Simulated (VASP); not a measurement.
# BN in VASP: how settings move the PBE single point

The PBE single point of rocksalt BN, under -5.0 % biaxial strain in x and y, free along z is repeated with altered inputs. Which of them can be trusted? This is a trial cell built on a prototype, not taken from a measured structure, and it needn't be the compound's ground state.

Code: VASP 6.6.1. PAW datasets, plane waves. No spin polarisation. The prototype was imposed, so other structures may be more stable.

## 1. The system as given

The cell comes from an earlier relaxation with r2SCAN in another program, then strained, with the atoms relaxed again.

It is tetragonal, I4/mmm (No. 139); a = 2.346 Å, c = 3.796 Å in the conventional setting, 5.22 Å³ an atom. Near B stand 6 N at 1.66–1.90 Å; near N stand 6 B at 1.66–1.90 Å.

The structure in full:

```cif
data_structure
_symmetry_space_group_name_H-M 'P 1'
_symmetry_Int_Tables_number 1
_cell_length_a 2.5205
_cell_length_b 2.5205
_cell_length_c 2.3455
_cell_angle_alpha 62.271
_cell_angle_beta 62.271
_cell_angle_gamma 55.458
_cell_volume 10.44
loop_
_atom_site_label
_atom_site_type_symbol
_atom_site_fract_x
_atom_site_fract_y
_atom_site_fract_z
_atom_site_occupancy
B1 B 0.00000 0.00000 0.00000 1
N1 N 0.50000 0.50000 0.50000 1
```

## 2. Baseline

INCAR reads:

```
ENCUT = 520.000000
SIGMA = 0.020000
EDIFF = 1.00e-07
GGA = PE
PREC = Accurate
IBRION = -1
ISIF = 2
ISMEAR = -1
NBANDS = 11
NELM = 120
NSW = 0
LASPH = .TRUE.
LCHARG = .FALSE.
LWAVE = .FALSE.
LREAL = .FALSE.
```

KPOINTS reads:

```
KPOINTS created by Atomic Simulation Environment
0
Gamma
12 12 12
0 0 0
```

POSCAR reads:

```
B  N
 1.0000000000000000
     0.0000000000000000    1.6585346381999999    1.8979228895000000
     1.6585346381999999    0.0000000000000000    1.8979228895000000
     1.6585346381999999    1.6585346381999999    0.0000000000000000
 B   N
   1   1
Cartesian
  0.0000000000000000  0.0000000000000000  0.0000000000000000
  1.6585346381999999  1.6585346381999999  1.8979228895000004
```

A file KPOINTS_OPT adds named points for the levels; it doesn't enter the self-consistent loop.

Potentials: the recommended PBE PAW datasets, 8 valence electrons.

Command:

```sh
> mpirun -np 1 vasp_std
```

The closing lines of the self-consistent loop in OSZICAR:

```text
DAV:  11    -0.138349196413E+02   -0.44075E-06   -0.71428E-07  4162   0.885E-03    0.350E-03
DAV:  12    -0.138349198989E+02   -0.25763E-06   -0.65600E-08  3083   0.236E-03    0.208E-04
DAV:  13    -0.138349198972E+02    0.16913E-08   -0.28800E-09  2051   0.488E-04
   1 F= -.13834920E+02 E0= -.13834901E+02  d E =-.368677E-04
```

Wall time 12 s (1 MPI rank of Intel Xeon Platinum 8488C, shared host); peak memory 0.13 GiB.

It gives: energy (σ→0) -13.8349 eV, pressure 22.84 GPa, gap on the mesh -0.06 eV.

## 3. Altered input 1

Changes to INCAR since step 2:

```diff
@@ -15 +15,3 @@
 LREAL = .FALSE.
+ISYM = 0
+BMIX = 2.0
```

KPOINTS reads:

```
KPOINTS created by Atomic Simulation Environment
0
Gamma
4 4 4
0 0 0
```

POSCAR is that of step 2.

Command:

```sh
> mpirun -np 1 vasp_std
```

Standard output, without the iteration lines:

```text
POSCAR found type information on POSCAR B N
 POSCAR found :  2 types and       2 ions
 LDA part: xc-table for (Slater+PW92), standard interpolation
 POSCAR, INCAR and KPOINTS ok, starting setup
 FFT: planning ... GRIDC
 FFT: planning ... GRID_SOFT
 FFT: planning ... GRID
 WAVECAR not read
 entering main loop
```

OSZICAR:

```text
N       E                     dE             d eps       ncg     rms          rms(c)
DAV:   1     0.122017066685E+02    0.12202E+02   -0.51553E+03   832   0.733E+02
DAV:   2    -0.142481504018E+02   -0.26450E+02   -0.25368E+02   927   0.160E+02
DAV:   3    -0.146497681868E+02   -0.40162E+00   -0.40121E+00   966   0.174E+01
DAV:   4    -0.146500760323E+02   -0.30785E-03   -0.30784E-03   879   0.525E-01
DAV:   5    -0.146500762063E+02   -0.17397E-06   -0.17397E-06   924   0.126E-02    0.684E+00
DAV:   6    -0.137066509454E+02    0.94343E+00   -0.28313E+00   873   0.920E+00    0.294E+00
DAV:   7    -0.136465075538E+02    0.60143E-01   -0.46867E-01   903   0.409E+00    0.161E+00
DAV:   8    -0.136549965904E+02   -0.84890E-02   -0.99054E-02   891   0.181E+00    0.758E-01
DAV:   9    -0.136452552802E+02    0.97413E-02   -0.37138E-02   864   0.108E+00    0.182E-01
DAV:  10    -0.136453325758E+02   -0.77296E-04   -0.66898E-04   915   0.218E-01    0.806E-02
DAV:  11    -0.136453454142E+02   -0.12838E-04   -0.16428E-04   807   0.822E-02    0.687E-03
DAV:  12    -0.136453461229E+02   -0.70875E-06   -0.25593E-06   909   0.158E-02    0.577E-03
DAV:  13    -0.136453458722E+02    0.25077E-06   -0.13687E-06   849   0.736E-03    0.112E-03
DAV:  14    -0.136453458041E+02    0.68094E-07   -0.27259E-08   447   0.165E-03
   1 F= -.13645346E+02 E0= -.13644865E+02  d E =-.962381E-03
```

Parts of OUTCAR:

```text
k-points           NKPTS =     36   k-points in BZ     NKDIM =     36   number of bands    NBANDS=     11

   NELECT =       8.0000    total number of electrons

   dimension x,y,z NGX =    20 NGY =   20 NGZ =   18
   dimension x,y,z NGXF=    40 NGYF=   40 NGZF=   36

  energy-cutoff  :      520.00
  volume of cell :       10.44
      direct lattice vectors                 reciprocal lattice vectors
     0.000000000  1.658534638  1.897922889    -0.301470942  0.301470942  0.263445898
     1.658534638  0.000000000  1.897922889     0.301470942 -0.301470942  0.263445898
     1.658534638  1.658534638  0.000000000     0.301470942  0.301470942 -0.263445898

 k-points in reciprocal lattice and weights: KPOINTS created by Atomic Simulation Env
   0.00000000  0.00000000  0.00000000       0.016
   0.25000000  0.00000000  0.00000000       0.031
   0.00000000  0.00000000 -0.25000000       0.031
   0.00000000  0.25000000  0.00000000       0.031
   0.25000000  0.25000000  0.25000000       0.031
   0.50000000  0.00000000  0.00000000       0.016
   0.00000000  0.00000000  0.50000000       0.016
   0.00000000  0.50000000  0.00000000       0.016
[... 28 more k-points ...]

 E-fermi :  11.3273

 k-point     1 :       0.0000    0.0000    0.0000
  band No.  band energies     occupation
      1     -12.1574      2.00000
      2       8.8799      2.00000
      3       8.8799      2.00000
      4      11.3931      0.07187
      5      18.9134      0.00000
      6      20.3681      0.00000
      7      25.5047      0.00000
      8      25.5047      0.00000
      9      28.1882      0.00000
     10      30.3935      0.00000
     11      30.3935      0.00000

 k-point     2 :       0.2500    0.0000    0.0000
  band No.  band energies     occupation
      1     -10.4122      2.00000
      2       3.9021      2.00000
      3       9.4776      2.00000
      4      10.0204      2.00000
      5      16.0097      0.00000
      6      20.7531      0.00000
      7      20.9620      0.00000
      8      24.2698      0.00000
      9      29.5104      0.00000
     10      33.7531      0.00000
     11      33.9903      0.00000

 k-point     3 :       0.0000    0.0000   -0.2500
  band No.  band energies     occupation
      1     -10.4122      2.00000
      2       3.9021      2.00000
      3       9.4776      2.00000
      4      10.0204      2.00000
      5      16.0097      0.00000
      6      20.7531      0.00000
      7      20.9620      0.00000
      8      24.2698      0.00000
      9      29.5104      0.00000
     10      33.7531      0.00000
     11      33.9903      0.00000

 k-point     4 :       0.0000    0.2500    0.0000
  band No.  band energies     occupation
      1     -10.4122      2.00000
      2       3.9021      2.00000
      3       9.4776      2.00000
      4      10.0204      2.00000
      5      16.0097      0.00000
      6      20.7531      0.00000
      7      20.9620      0.00000
      8      24.2698      0.00000
      9      29.5104      0.00000
     10      33.7531      0.00000
     11      33.9903      0.00000

[... the tables of k-points 5 to 36 left out ...]

  Total        2.1342607      2.1342602      0.7589387      0.0000270      0.0000111      0.0000112
  in kB      327.4917777    327.4917008    116.4553943      0.0041382      0.0017102      0.0017157
  external PRESSURE =     257.1462909 kB  Pullay stress =       0.0000000 kB

 POSITION                                       TOTAL-FORCE (eV/Angst)
 -----------------------------------------------------------------------------------
      0.00000      0.00000      0.00000        -0.000000      0.000000     -0.000000
      1.65853      1.65853      1.89792         0.000000     -0.000000      0.000000
 -----------------------------------------------------------------------------------
    total drift:                                0.000000     -0.000000      0.000000

  FREE ENERGIE OF THE ION-ELECTRON SYSTEM (eV)
  ---------------------------------------------------
  free  energy   TOTEN  =       -13.6453458041 eV

  energy  without entropy=      -13.6443834227  energy(sigma->0) =      -13.64486461
```

Run time: 4.5 s. Hardware: 1 MPI rank of Intel Xeon Platinum 8488C, shared host; peak memory 0.11 GiB.

Changed: ISYM = 0, BMIX = 2, mesh 4×4×4. VASP runs to the end. Against the reference the energy moves by +95.0 meV/atom; the pressure goes from 22.8 to 25.7 GPa. These settings are too coarse to quote the result as the crystal's.

## 4. Altered input 2

Changes to INCAR since step 2:

```diff
@@ -3,3 +3,2 @@
 EDIFF = 1.00e-07
-GGA = PE
 PREC = Accurate
@@ -15 +14,3 @@
 LREAL = .FALSE.
+MAXMIX = 40
+GGA = RP
```

KPOINTS is that of step 2.

POSCAR is that of step 2.

Command:

```sh
> mpirun -np 1 vasp_std
```

Standard output, without the iteration lines:

```text
POSCAR found type information on POSCAR B N
 POSCAR found :  2 types and       2 ions
 -----------------------------------------------------------------------------
|                                                                             |
|                                                                             |
|     You enforced a specific xc type in the INCAR file but a different       |
|     I HOPE YOU KNOW WHAT YOU ARE DOING!                                     |
|                                                                             |
 -----------------------------------------------------------------------------

 LDA part: xc-table for (Slater+PW92), standard interpolation
 POSCAR, INCAR and KPOINTS ok, starting setup
 FFT: planning ... GRIDC
 FFT: planning ... GRID_SOFT
 FFT: planning ... GRID
 WAVECAR not read
 entering main loop
```

OSZICAR:

```text
N       E                     dE             d eps       ncg     rms          rms(c)
DAV:   1     0.133534917847E+02    0.13353E+02   -0.50702E+03  3702   0.736E+02
DAV:   2    -0.134013641989E+02   -0.26755E+02   -0.25512E+02  4272   0.160E+02
DAV:   3    -0.138976435704E+02   -0.49628E+00   -0.49515E+00  4269   0.185E+01
DAV:   4    -0.138981142032E+02   -0.47063E-03   -0.47062E-03  4015   0.612E-01
DAV:   5    -0.138981144316E+02   -0.22836E-06   -0.22836E-06  4222   0.142E-02    0.668E+00
DAV:   6    -0.129870857352E+02    0.91103E+00   -0.40555E+00  3895   0.108E+01    0.263E+00
DAV:   7    -0.129877229367E+02   -0.63720E-03   -0.10930E-01  4117   0.266E+00    0.173E+00
DAV:   8    -0.129922200765E+02   -0.44971E-02   -0.12636E-02  3883   0.822E-01    0.226E-01
DAV:   9    -0.129918951957E+02    0.32488E-03   -0.14179E-03  3994   0.221E-01    0.518E-02
DAV:  10    -0.129919265916E+02   -0.31396E-04   -0.64216E-05  3901   0.714E-02    0.601E-03
DAV:  11    -0.129919265585E+02    0.33095E-07   -0.14384E-06  4224   0.973E-03    0.346E-03
DAV:  12    -0.129919270177E+02   -0.45918E-06   -0.13894E-07  3848   0.369E-03    0.215E-04
DAV:  13    -0.129919270097E+02    0.79652E-08   -0.11942E-09  2048   0.303E-04
   1 F= -.12991927E+02 E0= -.12991910E+02  d E =-.331388E-04
```

OUTCAR, selected sections:

```text
k-points           NKPTS =    163   k-points in BZ     NKDIM =    163   number of bands    NBANDS=     11

   NELECT =       8.0000    total number of electrons

   dimension x,y,z NGX =    20 NGY =   20 NGZ =   18
   dimension x,y,z NGXF=    40 NGYF=   40 NGZF=   36

  energy-cutoff  :      520.00
  volume of cell :       10.44
      direct lattice vectors                 reciprocal lattice vectors
     0.000000000  1.658534638  1.897922889    -0.301470942  0.301470942  0.263445898
     1.658534638  0.000000000  1.897922889     0.301470942 -0.301470942  0.263445898
     1.658534638  1.658534638  0.000000000     0.301470942  0.301470942 -0.263445898

 k-points in reciprocal lattice and weights: KPOINTS created by Atomic Simulation Env
   0.00000000  0.00000000  0.00000000       0.001
   0.08333333  0.00000000  0.00000000       0.005
   0.16666667  0.00000000  0.00000000       0.005
   0.25000000  0.00000000  0.00000000       0.005
   0.33333333  0.00000000  0.00000000       0.005
   0.41666667  0.00000000  0.00000000       0.005
   0.50000000  0.00000000  0.00000000       0.002
   0.08333333  0.08333333  0.00000000       0.001
[... 155 more k-points ...]

 E-fermi :  11.3928

 k-point     1 :       0.0000    0.0000    0.0000
  band No.  band energies     occupation
      1     -12.1392      2.00000
      2       8.9694      2.00000
      3       8.9694      2.00000
      4      11.4915      0.01434
      5      19.1395      0.00000
      6      20.4029      0.00000
      7      25.7275      0.00000
      8      25.7275      0.00000
      9      28.2089      0.00000
     10      30.4557      0.00000
     11      30.4557      0.00000

 k-point     2 :       0.0833    0.0000    0.0000
  band No.  band energies     occupation
      1     -11.9413      2.00000
      2       8.3143      2.00000
      3       9.0329      2.00000
      4      11.1850      1.99994
      5      18.6310      0.00000
      6      20.8123      0.00000
      7      24.9166      0.00000
      8      25.1691      0.00000
      9      28.6551      0.00000
     10      30.0150      0.00000
     11      30.8811      0.00000

 k-point     3 :       0.1667    0.0000    0.0000
  band No.  band energies     occupation
      1     -11.3529      2.00000
      2       6.4725      2.00000
      3       9.2285      2.00000
      4      10.6259      2.00000
      5      17.4713      0.00000
      6      21.3564      0.00000
      7      23.0514      0.00000
      8      24.3728      0.00000
      9      28.9366      0.00000
     10      31.1860      0.00000
     11      32.1018      0.00000

 k-point     4 :       0.2500    0.0000    0.0000
  band No.  band energies     occupation
      1     -10.3930      2.00000
      2       3.9636      2.00000
      3       9.5604      2.00000
      4      10.1076      2.00000
      5      16.1868      0.00000
      6      20.9309      0.00000
      7      21.0614      0.00000
      8      24.4125      0.00000
      9      29.6367      0.00000
     10      33.8023      0.00000
     11      34.0579      0.00000

[... the tables of k-points 5 to 163 left out ...]

  Total        2.5860208      2.5860208      0.4165325      0.0000000      0.0000000      0.0000000
  in kB      396.8121362    396.8121362     63.9148613      0.0000000      0.0000000      0.0000000
  external PRESSURE =     285.8463779 kB  Pullay stress =       0.0000000 kB

 POSITION                                       TOTAL-FORCE (eV/Angst)
 -----------------------------------------------------------------------------------
      0.00000      0.00000      0.00000        -0.000000      0.000000      0.000000
      1.65853      1.65853      1.89792         0.000000      0.000000      0.000000
 -----------------------------------------------------------------------------------
    total drift:                                0.000000      0.000000      0.000000

  FREE ENERGIE OF THE ION-ELECTRON SYSTEM (eV)
  ---------------------------------------------------
  free  energy   TOTEN  =       -12.9919270097 eV

  energy  without entropy=      -12.9918938710  energy(sigma->0) =      -12.99191044
```

Run time: 13 s. Hardware: 1 MPI rank of Intel Xeon Platinum 8488C, shared host; peak memory 0.13 GiB.

Changed: MAXMIX = 40, GGA = RP. VASP runs to the end. Its total energy is on another scale than the reference's; the pressure goes from 22.8 to 28.6 GPa, the gap on the mesh goes from -0.06 to -0.10 eV. The functional is now RPBE, on datasets made with PBE.

## 5. Comparison

| run | changed | ending | energy change (meV/atom) | pressure (GPa) | gap on the mesh (eV; negative: overlap) | electronic steps | time | usable |
| --- | --- | --- | --- | --- | --- | --- | --- | --- |
| ref. | – | converged | 0 | 22.8 | -0.06 | 13 | 12 s | yes |
| 1 | ISYM = 0, BMIX = 2, mesh 4×4×4 | converged | 95.0 | 25.7 | -0.06 | 14 | 4.5 s | no |
| 2 | MAXMIX = 40, GGA = RP | converged | – | 28.6 | -0.10 | 13 | 13 s | yes |

Of 2 altered inputs, 1 ended normally on a faulty or unsound input, 1 gave usable results.
